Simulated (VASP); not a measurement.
# MoS2 (R-3m) in VASP: single point with PBEsol+U

Aim: the single point of MoS2 with PBEsol+U.

Program: VASP 6.6.1. These are calculated values, not measurements. Logs are shortened: lines on timing, memory, paths and dates and some standing lists are left out, and cuts for length are marked.

## 1. The crystal as given

The structure is trigonal, space group R-3m (No. 166). Conventional cell: a = 3.171 Å, b = 3.171 Å, c = 18.345 Å, α = 90.00°, β = 90.00°, γ = 120.00°. Mo (site symmetry -3m) is surrounded by 6 S at 2.39 Å. S (site symmetry 3m) is surrounded by 3 Mo at 2.39 Å.

Measurements of this composition are mostly on another form, of space group No. 194.

## 2. Single point, PBEsol+U, collinear spin, ferromagnetic start

The input, INCAR:

```
  PREC = Accurate
  ENCUT = 520
  EDIFF = 1E-7
  ISMEAR = 0
  SIGMA = 0.05
  LREAL = F
  LASPH = T
  NELM = 100
  ALGO = Normal
  ISIF = 2
  LWAVE = F
  LCHARG = F
  ISPIN = 2
  MAGMOM = 1 1 0 0 0 0
  LORBIT = 11
  LMAXMIX = 4
  LDAU = T
  LDAUTYPE = 2
  LDAUL = 2 -1
  LDAUU = 2.5 0
  LDAUJ = 0 0
  LDAUPRINT = 1
  GGA = PS
```

The input, KPOINTS:

```
Automatic mesh
0
Gamma
  6 6 5
```

The input, POSCAR:

```
MoS2
1.0
    1.5855002900      0.9153890200      6.1149982500
   -1.5855002900     -0.9153890200     12.2299965000
    0.0000000000     -3.6615560800     12.2299965000
Mo S
2 4
Direct
    0.0000000000      0.0000000000      0.0000000000
    0.0000000000      0.0000000000      0.5000000000
    0.7500000000      0.7500000000      0.0000000000
    0.2500000000      0.2500000000      0.0000000000
    0.7500000000      0.7500000000      0.5000000000
    0.2500000000      0.2500000000      0.5000000000
```

Potentials or basis: VASP PAW PBE potentials, release 64 (Mo_sv, S).

Started as:

```
$ cat potpaw_PBE.64/Mo_sv/POTCAR potpaw_PBE.64/S/POTCAR > POTCAR
$ mpirun -np 1 vasp_std > vasp.out
```

OUTCAR:

```text
PREC = Accurate
   ENCUT = 520
   EDIFF = 1E-7
   ISMEAR = 0
   LREAL = F
   LASPH = T
   NELM = 100
   ISIF = 2
   ISPIN = 2
   LORBIT = 11
   GGA = PS

 ion  position               nearest neighbor table
   1  0.000  0.000  0.000-   3 2.39   4 2.39   6 2.39   5 2.39   5 2.39   6 2.39   2 3.17   2 3.17
                             2 3.17   2 3.17
   2  0.000  0.000  0.500-   5 2.39   6 2.39   4 2.39   3 2.39   3 2.39   4 2.39   1 3.17   1 3.17
                             1 3.17   1 3.17
   3  0.750  0.750  0.000-   1 2.39   2 2.39   2 2.39
   4  0.250  0.250  0.000-   1 2.39   2 2.39   2 2.39
   5  0.750  0.750  0.500-   2 2.39   1 2.39   1 2.39
   6  0.250  0.250  0.500-   2 2.39   1 2.39   1 2.39

  LATTYP: Found a simple monoclinic cell.
 ALAT       =     5.4923341165
 B/A-ratio  =     0.5773502694
 C/A-ratio  =     1.1621975496
 COS(beta)  =    -0.2868129721

  Lattice vectors:

 A1 = (  -4.7565008700,  -2.7461670600,   0.0000000000)
 A2 = (   1.5855002900,  -2.7461670600,   0.0000000000)
 A3 = (   1.5855002900,   0.9153890200,   6.1149982500)

Analysis of symmetry for initial positions (statically):
=====================================================================
 Subroutine PRICEL returns following result:

  LATTYP: Found a trigonal (rhomboedric) cell.
 ALAT       =     6.3831772516
 COS(alpha) =     0.8766074786
[... 12 lines left out ...]
 Subroutine GETGRP returns: Found  4 space group operations
 (whereof  4 operations were pure point group operations)
 out of a pool of  4 trial point group operations.

The static configuration has the point symmetry C_2h.

Analysis of symmetry for dynamics (positions and initial velocities):
=====================================================================
 Subroutine PRICEL returns following result:

  LATTYP: Found a trigonal (rhomboedric) cell.
 ALAT       =     6.3831772516
 COS(alpha) =     0.8766074786
[... 12 lines left out ...]
 Subroutine GETGRP returns: Found  4 space group operations
 (whereof  4 operations were pure point group operations)
 out of a pool of  4 trial point group operations.

The dynamic configuration has the point symmetry C_2h.

Analysis of structural, dynamic, and magnetic symmetry:
=====================================================================
 Subroutine PRICEL returns following result:

  LATTYP: Found a trigonal (rhomboedric) cell.
 ALAT       =     6.3831772516
 COS(alpha) =     0.8766074786
[... 12 lines left out ...]
 Subroutine GETGRP returns: Found  4 space group operations
 (whereof  4 operations were pure point group operations)
 out of a pool of  4 trial point group operations.

The overall configuration has the point symmetry C_2h.

 Subroutine INISYM returns: Found  4 space group operations
 (whereof  4 operations are pure point group operations),
 and found     2 'primitive' translations

----------------------------------------------------------------------------------------

                                     Primitive cell

  volume of cell :      53.2500

  direct lattice vectors                    reciprocal lattice vectors
     1.585500290  0.915389020  6.114998250     0.315357874  0.182071953  0.054510781
    -1.585500290  0.915389020  6.114998250    -0.315357874  0.182071953  0.054510781
     0.000000000 -1.830778040  6.114998250     0.000000000 -0.364143906  0.054510781

  length of vectors
     6.383177252  6.383177252  6.383177252     0.368201317  0.368201317  0.368201317

  position of ions in fractional coordinates (direct lattice)
     0.000000000  0.000000000  0.000000000
     0.750000000  0.750000000  0.750000000
     0.250000000  0.250000000  0.250000000

  ion indices of the primitive-cell ions
   primitive index   ion index
                 1           1
                 2           3
                 3           4
[... 113 lines left out ...]
     AMIX     =   0.40;   BMIX     =  1.00
     AMIX_MAG =   1.60;   BMIX_MAG =  1.00
  volume/ion in A,a.u.               =      17.75       119.78
  Fermi-wavevector in a.u.,A,eV,Ry     =   1.289118  2.436080 22.610512  1.661826
  Thomas-Fermi vector in A             =   2.421031
   LORBIT       =     11    0 simple, 1 ext, 2 COOP (PROOUT), +10 PAW based schemes
 LDA+U is selected, type is set to LDAUTYPE =  2
   angular momentum for each species LDAUL =     2   -1
   U (eV)           for each species LDAUU =   2.5  0.0
   J (eV)           for each species LDAUJ =   0.0  0.0
   GGA     = PS    functional components
   LHFCALC =     F    Hartree Fock is set to
   AEXX    =    0.0000 exact exchange contribution
   IVDW    =     0    specifies the selected vdW correction
   LEPSILON=     F    determine dielectric tensor
   LRPA    =     F    only Hartree local field effects (RPA)
 spin polarized calculation
 Gauss-broadening in eV      SIGMA  =   0.05
  energy-cutoff  :      520.00
  volume of cell :      106.50
 maximum number of plane-waves:      2888
   NGX = 23   NGY = 45   NGZ = 47

 number of electron      51.9999996 magnetization       0.0002456

atom =   1  type =  1  l = 2

 onsite density matrix

spin component  1

  0.3655 -0.0003 -0.0003 -0.0102  0.0000
 -0.0003  0.4292 -0.0001  0.0002 -0.0099
 -0.0003 -0.0001  0.3977 -0.0001 -0.0002
 -0.0102  0.0002 -0.0001  0.4295 -0.0003
  0.0000 -0.0099 -0.0002 -0.0003  0.3655

spin component  2

  0.3655 -0.0003 -0.0003 -0.0102  0.0000
 -0.0003  0.4292 -0.0001  0.0002 -0.0099
 -0.0003 -0.0001  0.3977 -0.0001 -0.0002
 -0.0102  0.0002 -0.0001  0.4295 -0.0003
  0.0000 -0.0099 -0.0002 -0.0003  0.3655

 occupancies and eigenvectors

  o =  0.3639  v =  0.8555  0.0777  0.0106  0.1345  0.4939  0.0000  0.0000  0.0000  0.0000  0.0000      0.0000  0.0000  0.0000  0.0000  0.0000  0.0000  0.0000  0.0000  0.0000  0.0000
  o =  0.3639  v =  0.0000  0.0000  0.0000  0.0000  0.0000  0.8555  0.0777  0.0106  0.1345  0.4939      0.0000  0.0000  0.0000  0.0000  0.0000  0.0000  0.0000  0.0000  0.0000  0.0000
  o =  0.3640  v =  0.4945 -0.1277  0.0000  0.0737 -0.8566  0.0000  0.0000  0.0000  0.0000  0.0000      0.0000  0.0000  0.0000  0.0000  0.0000  0.0000  0.0000  0.0000  0.0000  0.0000
  o =  0.3640  v =  0.0000  0.0000  0.0000  0.0000  0.0000  0.4945 -0.1277  0.0000  0.0738 -0.8566      0.0000  0.0000  0.0000  0.0000  0.0000  0.0000  0.0000  0.0000  0.0000  0.0000
  o =  0.3977  v =  0.0095 -0.0006 -0.9999 -0.0011  0.0055  0.0000  0.0000  0.0000  0.0000  0.0000      0.0000  0.0000  0.0000  0.0000  0.0000  0.0000  0.0000  0.0000  0.0000  0.0000
  o =  0.3977  v =  0.0000  0.0000  0.0000  0.0000  0.0000  0.0095 -0.0006 -0.9999 -0.0011  0.0055      0.0000  0.0000  0.0000  0.0000  0.0000  0.0000  0.0000  0.0000  0.0000  0.0000
  o =  0.4305  v = -0.0737 -0.8566  0.0000  0.4945  0.1277  0.0000  0.0000  0.0000  0.0000  0.0000      0.0000  0.0000  0.0000  0.0000  0.0000  0.0000  0.0000  0.0000  0.0000  0.0000
  o =  0.4305  v =  0.0000  0.0000  0.0000  0.0000  0.0000 -0.0738 -0.8566  0.0000  0.4945  0.1277      0.0000  0.0000  0.0000  0.0000  0.0000  0.0000  0.0000  0.0000  0.0000  0.0000
  o =  0.4312  v =  0.1345 -0.4939  0.0030 -0.8555  0.0776  0.0000  0.0000  0.0000  0.0000  0.0000      0.0000  0.0000  0.0000  0.0000  0.0000  0.0000  0.0000  0.0000  0.0000  0.0000
  o =  0.4312  v =  0.0000  0.0000  0.0000  0.0000  0.0000  0.1345 -0.4939  0.0029 -0.8555  0.0777      0.0000  0.0000  0.0000  0.0000  0.0000  0.0000  0.0000  0.0000  0.0000  0.0000

atom =   2  type =  1  l = 2

 onsite density matrix

spin component  1

  0.3655 -0.0003 -0.0003 -0.0102  0.0000
 -0.0003  0.4292 -0.0001  0.0002 -0.0099
 -0.0003 -0.0001  0.3977 -0.0001 -0.0002
 -0.0102  0.0002 -0.0001  0.4295 -0.0003
  0.0000 -0.0099 -0.0002 -0.0003  0.3655

spin component  2

  0.3655 -0.0003 -0.0003 -0.0102  0.0000
 -0.0003  0.4292 -0.0001  0.0002 -0.0099
 -0.0003 -0.0001  0.3977 -0.0001 -0.0002
 -0.0102  0.0002 -0.0001  0.4295 -0.0003
  0.0000 -0.0099 -0.0002 -0.0003  0.3655

 occupancies and eigenvectors

  o =  0.3639  v =  0.8555  0.0777  0.0106  0.1345  0.4939  0.0000  0.0000  0.0000  0.0000  0.0000      0.0000  0.0000  0.0000  0.0000  0.0000  0.0000  0.0000  0.0000  0.0000  0.0000
  o =  0.3639  v =  0.0000  0.0000  0.0000  0.0000  0.0000  0.8555  0.0777  0.0106  0.1345  0.4939      0.0000  0.0000  0.0000  0.0000  0.0000  0.0000  0.0000  0.0000  0.0000  0.0000
  o =  0.3640  v =  0.4945 -0.1277  0.0000  0.0737 -0.8566  0.0000  0.0000  0.0000  0.0000  0.0000      0.0000  0.0000  0.0000  0.0000  0.0000  0.0000  0.0000  0.0000  0.0000  0.0000
  o =  0.3640  v =  0.0000  0.0000  0.0000  0.0000  0.0000  0.4945 -0.1277  0.0000  0.0738 -0.8566      0.0000  0.0000  0.0000  0.0000  0.0000  0.0000  0.0000  0.0000  0.0000  0.0000
  o =  0.3977  v =  0.0095 -0.0006 -0.9999 -0.0011  0.0055  0.0000  0.0000  0.0000  0.0000  0.0000      0.0000  0.0000  0.0000  0.0000  0.0000  0.0000  0.0000  0.0000  0.0000  0.0000
  o =  0.3977  v =  0.0000  0.0000  0.0000  0.0000  0.0000  0.0095 -0.0006 -0.9999 -0.0011  0.0055      0.0000  0.0000  0.0000  0.0000  0.0000  0.0000  0.0000  0.0000  0.0000  0.0000
  o =  0.4305  v = -0.0737 -0.8566  0.0000  0.4945  0.1277  0.0000  0.0000  0.0000  0.0000  0.0000      0.0000  0.0000  0.0000  0.0000  0.0000  0.0000  0.0000  0.0000  0.0000  0.0000
  o =  0.4305  v =  0.0000  0.0000  0.0000  0.0000  0.0000 -0.0738 -0.8566  0.0000  0.4945  0.1277      0.0000  0.0000  0.0000  0.0000  0.0000  0.0000  0.0000  0.0000  0.0000  0.0000
  o =  0.4312  v =  0.1345 -0.4939  0.0030 -0.8555  0.0776  0.0000  0.0000  0.0000  0.0000  0.0000      0.0000  0.0000  0.0000  0.0000  0.0000  0.0000  0.0000  0.0000  0.0000  0.0000
  o =  0.4312  v =  0.0000  0.0000  0.0000  0.0000  0.0000  0.1345 -0.4939  0.0029 -0.8555  0.0777      0.0000  0.0000  0.0000  0.0000  0.0000  0.0000  0.0000  0.0000  0.0000  0.0000

 number of electron      51.9999996 magnetization      -0.0000402

 Free energy of the ion-electron system (eV)
  ---------------------------------------------------
  ext. energy  EPLUGINS =         0.00000000
  ---------------------------------------------------
  free energy    TOTEN  =       -39.20680815 eV

  energy without entropy =      -39.20432015  energy(sigma->0) =      -39.20556415

 E-fermi :   7.7549     XC(G=0): -11.0060

 val. band max:        7.7511103169   @ k =   0.3333   0.5000   0.2000
 cond. band min:       7.7643116411   @ k =   0.1667   0.1667   0.2000
 fundamental gap:      0.0132013242
 Fermi energy:         7.7548611456

 spin component 1

 k-point     1 :       0.0000    0.0000    0.0000
  band No.  band energies     occupation
      1     -54.1592      1.00000
      2     -54.1186      1.00000
      3     -28.5777      1.00000
      4     -28.2757      1.00000
      5     -28.2475      1.00000
      6     -28.1840      1.00000
[... 1673 lines left out ...]
     31      10.1748      0.00000
     32      10.5104      0.00000

 [... further k-points ...]
[... 5 lines left out ...]
  --------------------------------------------------------------------------------------
  -------------------------------------------------------------------------------------
  Total        1.8635310      1.8684379      4.8631139     -0.0042495     -0.0160514     -0.0278019
  in kB       28.0348087     28.1086282     73.1602902     -0.0639295     -0.2414762     -0.4182498
  external PRESSURE =      43.1012424 kB  Pullay stress =       0.0000000 kB

 VOLUME and BASIS-vectors are now :
 -----------------------------------------------------------------------------
  energy-cutoff  :      520.00
  volume of cell :      106.50
      direct lattice vectors                 reciprocal lattice vectors
     1.585500290  0.915389020  6.114998250     0.315357874  0.182071953  0.054510781
    -1.585500290 -0.915389020 12.229996500    -0.315357874  0.182071953  0.054510781
     0.000000000 -3.661556080 12.229996500     0.157678937 -0.273107930  0.000000000

 POSITION                                       TOTAL-FORCE (eV/Angst)
 -----------------------------------------------------------------------------------
      0.00000      0.00000      0.00000         0.000000     -0.000000      0.000000
      0.00000     -1.83078      6.11500         0.000000     -0.000000      0.000000
      0.00000      0.00000     13.75875        -0.000331     -0.000191      0.875362
      0.00000      0.00000      4.58625         0.000331      0.000191     -0.875362
      0.00000     -1.83078     19.87374        -0.000331     -0.000191      0.875362
      0.00000     -1.83078     10.70125         0.000331      0.000191     -0.875362
 -----------------------------------------------------------------------------------
    total drift:                                0.000000      0.000000      0.000000

  FREE ENERGIE OF THE ION-ELECTRON SYSTEM (eV)
  ---------------------------------------------------
  free  energy   TOTEN  =       -39.2068081506 eV

  energy  without entropy=      -39.2043201505  energy(sigma->0) =      -39.20556415

 total charge

# of ion       s       p       d       tot
------------------------------------------
    1        2.312   6.239   3.919  12.469
    2        2.312   6.239   3.919  12.469
    3        1.360   2.327   0.000   3.687
    4        1.360   2.327   0.000   3.687
    5        1.360   2.327   0.000   3.687
    6        1.360   2.327   0.000   3.687
--------------------------------------------------
tot         10.063  21.786   7.837  39.686

 magnetization (x)

# of ion       s       p       d       tot
------------------------------------------
    1       -0.000  -0.000  -0.000  -0.000
    2       -0.000  -0.000  -0.000  -0.000
    3        0.000   0.000   0.000   0.000
    4        0.000   0.000   0.000   0.000
    5        0.000   0.000   0.000   0.000
    6        0.000   0.000   0.000   0.000
--------------------------------------------------
tot         -0.000   0.000  -0.000  -0.000
```

Run time: 2.6 h. Hardware: 1 thread of AMD EPYC 7R43 (Zen 3), shared host; peak memory 1.3 GiB.

Results:

```
Free energy                                           : -39.2068 eV
Pressure                                              : 4.3 GPa
Largest force                                         : 0.875 eV/Å
Band gap on the k mesh                                : none (metal or under the smearing width)
Net moment                                            : 0.00 μB per cell
Valence electrons inside the program's atomic spheres : Mo 12.47; S 3.69
```

Forces in eV/Å, atoms in the order of the input:
```
Mo   0.000  0.000  0.000
Mo   0.000  0.000  0.000
S    0.000  0.000  0.875
S    0.000  0.000 -0.875
S    0.000  0.000  0.875
S    0.000  0.000 -0.875
```

Eigenvalues of the final occupation matrices:
```
    site  spin  trace               eigenvalues
site 1 d     1   1.99  0.36 0.36 0.40 0.43 0.43
site 1 d     2   1.99  0.36 0.36 0.40 0.43 0.43
site 2 d     1   1.99  0.36 0.36 0.40 0.43 0.43
site 2 d     2   1.99  0.36 0.36 0.40 0.43 0.43
```

Caveat: the k mesh is coarse (spacing up to 0.40 Å⁻¹), so the values aren't converged; the PAW data sets were made with another functional, which shifts forces and pressure a little; the cell's inner coordinates are idealised or old, which leaves forces on the atoms. The state reached can hang on the start; a lower one may exist.
